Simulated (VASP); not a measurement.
# Ta (Pm-3n) in VASP: further runs, part 2 of 2

VASP 6.6.1. The steps go on from the part before.

### Step 3. Relaxation of cell and atoms, PBEsol

This run uses another cell than the first one, of 18.15 Å³/atom, 0.986 times its volume.

The input, INCAR:

```
PREC = Accurate ; ENCUT = 600
EDIFF = 1E-7 ; ISMEAR = 1
SIGMA = 0.1 ; LREAL = False
LASPH = True ; NELM = 80
ALGO = Normal ; ISIF = 3
LWAVE = False ; LCHARG = False
GGA = PS ; IBRION = 2
NSW = 90 ; EDIFFG = -0.005
KPAR = 2
```

The input, KPOINTS:

```
regular mesh
0
Gamma
  8 8 8
```

The input, POSCAR:

```
Ta                                      
1.0
    5.2560118885     -0.0000000000      0.0000000000
   -0.0000000000      5.2560118885      0.0000000000
    0.0000000000      0.0000000000      5.2560118885
  Ta            
     8
Direct
     0.0000000000000000    0.0000000000000000    0.0000000000000000
     0.5000000000000000    0.5000000000000000    0.5000000000000000
     0.2500000000000000    0.0000000000000000    0.5000000000000000
     0.7500000000000000    0.0000000000000000    0.5000000000000000
     0.5000000000000000    0.7500000000000000    0.0000000000000000
     0.5000000000000000    0.2500000000000000    0.0000000000000000
     0.0000000000000000    0.5000000000000000    0.7500000000000000
     0.0000000000000000    0.5000000000000000    0.2500000000000000
```

Potentials or basis: VASP PAW PBE potentials, release 64 (Ta_pv).

The run is started by

```
cat potpaw_PBE.64/Ta_pv/POTCAR > POTCAR
mpirun -np 2 vasp_std > vasp.out
```

It took 72 s on 2 MPI ranks of Intel Xeon 6975P-C (Granite Rapids), shared host; peak memory 0.39 GiB.

The run converged. Its results:

- Free energy: -100.0516 eV
- Pressure after relaxing: 0.0 GPa
- Band gap on the k mesh: none (metal or under the smearing width)

Final structure:
```xyz
8
Lattice="5.2560 0.0000 0.0000 0.0000 5.2560 0.0000 0.0000 0.0000 5.2560" Properties=species:S:1:pos:R:3 pbc="T T T"
Ta    0.0000    0.0000    0.0000
Ta    2.6280    2.6280    2.6280
Ta    1.3140    0.0000    2.6280
Ta    3.9420    0.0000    2.6280
Ta    2.6280    3.9420    0.0000
Ta    2.6280    1.3140    0.0000
Ta    0.0000    2.6280    3.9420
Ta    0.0000    2.6280    1.3140
```

Levels at points of the mesh, in eV from the Fermi level:
```tsv
k point	band 41	band 42	band 43	band 44	band 45	band 46	band 47	band 48
(0.00, 0.00, 0.00)	-1.06	-1.06	-0.78	-0.78	0.07	0.07	0.83	0.83
(0.50, 0.00, 0.00)	-0.47	-0.47	-0.03	-0.03	0.29	0.29	0.43	0.43
(0.50, 0.50, 0.00)	-0.68	-0.45	-0.45	-0.27	0.15	0.57	0.57	1.70
(0.50, 0.50, 0.50)	-0.94	-0.94	-0.10	-0.10	-0.10	-0.10	-0.10	-0.10
```

Caveat: the relaxation stopped at its first step, so nothing moved; the PAW data sets were made with another functional, which shifts forces and pressure a little. Spin-orbit coupling is left out, which matters for the levels of Ta.

### Step 4. Relaxation of cell and atoms, LDA

The input, INCAR:

```
SYSTEM = Ta
PREC = Accurate
ENCUT = 600
EDIFF = 1E-6
ISMEAR = 1
SIGMA = 0.1
LREAL = .False.
LASPH = .True.
NELM = 80
ALGO = Normal
ISIF = 3
LWAVE = .False.
LCHARG = .False.
IBRION = 2
NSW = 90
EDIFFG = -0.01
KPAR = 2
```

The input, KPOINTS:

```
regular mesh
0
Gamma
  8 8 8
  0 0 0
```

The input, POSCAR:

```
Ta
1.0
    5.2810000000      0.0000000000      0.0000000000
    0.0000000000      5.2810000000      0.0000000000
    0.0000000000      0.0000000000      5.2810000000
Ta
8
Direct
    0.0000000000      0.0000000000      0.0000000000
    0.5000000000      0.5000000000      0.5000000000
    0.2500000000      0.0000000000      0.5000000000
    0.7500000000      0.0000000000      0.5000000000
    0.5000000000      0.7500000000      0.0000000000
    0.5000000000      0.2500000000      0.0000000000
    0.0000000000      0.5000000000      0.7500000000
    0.0000000000      0.5000000000      0.2500000000
```

Potentials or basis: VASP PAW LDA potentials, release 64 (Ta_pv).

The run is started by

```
cat potpaw_LDA.64/Ta_pv/POTCAR > POTCAR
mpirun -np 2 vasp_std > vasp.out
```

Wall time 4.3 min (2 MPI ranks of AMD EPYC 9R45 (Zen 5), shared host); peak memory 0.34 GiB.

It converged, with:

* Free energy: -102.0989 eV
* Relaxed volume: 17.74 Å³/atom
* Relaxed cell: a = 5.216 Å, b = 5.216 Å, c = 5.216 Å, α = 90.00°, β = 90.00°, γ = 90.00°
* Space group after relaxing (to 0.05 Å): Pm-3n (No. 223)
* Energy gained by relaxing: 15.8 meV/atom
* Ionic steps: 4
* Pressure after relaxing: 0.0 GPa
* Band gap on the k mesh: none (metal or under the smearing width)

Step by step:
```csv
step,energy change (eV),largest force (eV/Å),pressure (GPa),volume (Å³)
1,0.0000,0.0000,-7.38,147.28
2,0.6349,0.0000,21.79,129.94
3,-0.1266,0.0000,-0.25,142.09
4,-0.1268,0.0000,-0.02,141.93
```

Final structure:
```xyz
8
Lattice="5.2163 0.0000 0.0000 0.0000 5.2163 0.0000 0.0000 0.0000 5.2163" Properties=species:S:1:pos:R:3 pbc="T T T"
Ta    5.2163    0.0000    5.2163
Ta    2.6081    2.6081    2.6081
Ta    1.3041    5.2163    2.6081
Ta    3.9122    0.0000    2.6081
Ta    2.6081    3.9122    0.0000
Ta    2.6081    1.3041    0.0000
Ta    5.2163    2.6081    3.9122
Ta    0.0000    2.6081    1.3041
```

Levels at points of the mesh, in eV from the Fermi level:
| k point | band 42 | band 43 | band 44 | band 45 | band 46 | band 47 |
| --- | --- | --- | --- | --- | --- | --- |
| (0.00, 0.00, 0.00) | -0.95 | -0.79 | -0.79 | 0.01 | 0.01 | 0.80 |
| (0.50, 0.00, 0.00) | -0.40 | 0.05 | 0.05 | 0.24 | 0.24 | 0.40 |
| (0.50, 0.50, 0.00) | -0.40 | -0.40 | -0.34 | 0.09 | 0.51 | 0.51 |
| (0.50, 0.50, 0.50) | -1.00 | -0.05 | -0.05 | -0.05 | -0.05 | -0.05 |

Spin-orbit coupling is left out, which matters for the levels of Ta.

### Step 5. Relaxation of cell and atoms, LDA

This run uses another cell than the first one, of 17.74 Å³/atom, 0.964 times its volume.

Changes to INCAR since step 4:

```diff
@@ -3,3 +3,3 @@
 ENCUT = 600
-EDIFF = 1E-6
+EDIFF = 1E-7
 ISMEAR = 1
@@ -15,3 +15,3 @@
 NSW = 90
-EDIFFG = -0.01
+EDIFFG = -0.005
 KPAR = 2
```

KPOINTS is that of step 4.

The input, POSCAR:

```
Ta                                      
1.0
    5.2162730740      0.0000000000     -0.0000000000
    0.0000000000      5.2162730740      0.0000000000
   -0.0000000000     -0.0000000000      5.2162730740
  Ta            
     8
Direct
     1.0000000000000000    0.0000000000000000    1.0000000000000000
     0.5000000000000000    0.5000000000000000    0.5000000000000000
     0.2500000000000000    1.0000000000000000    0.5000000000000000
     0.7500000000000000    0.0000000000000000    0.5000000000000000
     0.5000000000000000    0.7500000000000000    0.0000000000000000
     0.5000000000000000    0.2500000000000000    0.0000000000000000
     1.0000000000000000    0.5000000000000000    0.7500000000000000
     0.0000000000000000    0.5000000000000000    0.2500000000000000
```

Potentials or basis: VASP PAW LDA potentials, release 64 (Ta_pv).

The run is started by

```
cat potpaw_LDA.64/Ta_pv/POTCAR > POTCAR
mpirun -np 2 vasp_std > vasp.out
```

OUTCAR:

```text
SYSTEM = Ta
   PREC = Accurate
   ENCUT = 600
   EDIFF = 1E-7
   ISMEAR = 1
   LREAL = .False.
   LASPH = .True.
   NELM = 80
   ISIF = 3
   IBRION = 2
   NSW = 90
   EDIFFG = -0.005

 ion  position               nearest neighbor table
   1  0.000  0.000  0.000-   3 2.92   4 2.92   5 2.92   6 2.92   7 2.92   8 2.92   3 2.92   4 2.92
                             7 2.92   8 2.92   5 2.92   6 2.92
   2  0.500  0.500  0.500-   3 2.92   4 2.92   5 2.92   6 2.92   7 2.92   8 2.92   5 2.92   6 2.92
                             3 2.92   4 2.92   7 2.92   8 2.92
   3  0.250  0.000  0.500-   4 2.61   4 2.61   1 2.92   1 2.92   2 2.92   2 2.92   8 3.19   5 3.19
                             5 3.19   6 3.19   6 3.19   7 3.19   8 3.19   7 3.19
   4  0.750  0.000  0.500-   3 2.61   3 2.61   1 2.92   1 2.92   2 2.92   2 2.92   8 3.19   5 3.19
                             5 3.19   6 3.19   6 3.19   7 3.19   8 3.19   7 3.19
   5  0.500  0.750  0.000-   6 2.61   6 2.61   1 2.92   2 2.92   2 2.92   1 2.92   8 3.19   4 3.19
                             3 3.19   4 3.19   3 3.19   7 3.19   7 3.19   8 3.19
   6  0.500  0.250  0.000-   5 2.61   5 2.61   1 2.92   2 2.92   2 2.92   1 2.92   8 3.19   4 3.19
                             3 3.19   4 3.19   3 3.19   7 3.19   7 3.19   8 3.19
   7  0.000  0.500  0.750-   8 2.61   8 2.61   1 2.92   2 2.92   1 2.92   2 2.92   3 3.19   4 3.19
[... 1530 lines left out ...]

 [... further k-points ...]

------------------------ aborting loop because EDIFF is reached ----------------------------------------

  FORCE on cell =-STRESS in cart. coord.  units (eV):
  Direction    XX          YY          ZZ          XY          YZ          ZX
  --------------------------------------------------------------------------------------
  -------------------------------------------------------------------------------------
  Total       -0.0219188     -0.0219188     -0.0219188     -0.0000000      0.0000000      0.0000000
  in kB       -0.2474270     -0.2474270     -0.2474270     -0.0000000      0.0000000      0.0000000
  external PRESSURE =      -0.2474270 kB  Pullay stress =       0.0000000 kB

 VOLUME and BASIS-vectors are now :
 -----------------------------------------------------------------------------
  energy-cutoff  :      600.00
  volume of cell :      141.93
      direct lattice vectors                 reciprocal lattice vectors
     5.216273074  0.000000000  0.000000000     0.191707755  0.000000000  0.000000000
     0.000000000  5.216273074  0.000000000     0.000000000  0.191707755  0.000000000
     0.000000000  0.000000000  5.216273074     0.000000000  0.000000000  0.191707755

 POSITION                                       TOTAL-FORCE (eV/Angst)
 -----------------------------------------------------------------------------------
      0.00000      0.00000      0.00000        -0.000000     -0.000000     -0.000000
      2.60814      2.60814      2.60814        -0.000000     -0.000000     -0.000000
      1.30407      0.00000      2.60814         0.000000     -0.000000      0.000000
      3.91220      0.00000      2.60814        -0.000000      0.000000      0.000000
      2.60814      3.91220      0.00000        -0.000000      0.000000      0.000000
      2.60814      1.30407      0.00000        -0.000000     -0.000000     -0.000000
      0.00000      2.60814      3.91220         0.000000      0.000000      0.000000
      0.00000      2.60814      1.30407         0.000000      0.000000     -0.000000
 -----------------------------------------------------------------------------------
    total drift:                                0.000000     -0.000000     -0.000000

  FREE ENERGIE OF THE ION-ELECTRON SYSTEM (eV)
  ---------------------------------------------------
  free  energy   TOTEN  =      -102.0981578704 eV

  energy  without entropy=     -102.0963849260  energy(sigma->0) =     -102.09756689

 reached required accuracy - stopping structural energy minimisation
```

Run time: 91 s. Hardware: 2 MPI ranks of AMD EPYC 9R45 (Zen 5), shared host; peak memory 0.32 GiB.

Results:

```
Free energy             : -102.0982 eV
Pressure after relaxing : 0.0 GPa
Band gap on the k mesh  : none (metal or under the smearing width)
```

Final structure:
```xyz
8
Lattice="5.2163 0.0000 0.0000 0.0000 5.2163 0.0000 0.0000 0.0000 5.2163" Properties=species:S:1:pos:R:3 pbc="T T T"
Ta    0.0000    0.0000    0.0000
Ta    2.6081    2.6081    2.6081
Ta    1.3041    0.0000    2.6081
Ta    3.9122    0.0000    2.6081
Ta    2.6081    3.9122    0.0000
Ta    2.6081    1.3041    0.0000
Ta    0.0000    2.6081    3.9122
Ta    0.0000    2.6081    1.3041
```

Caveat: the relaxation stopped at its first step, so nothing moved.
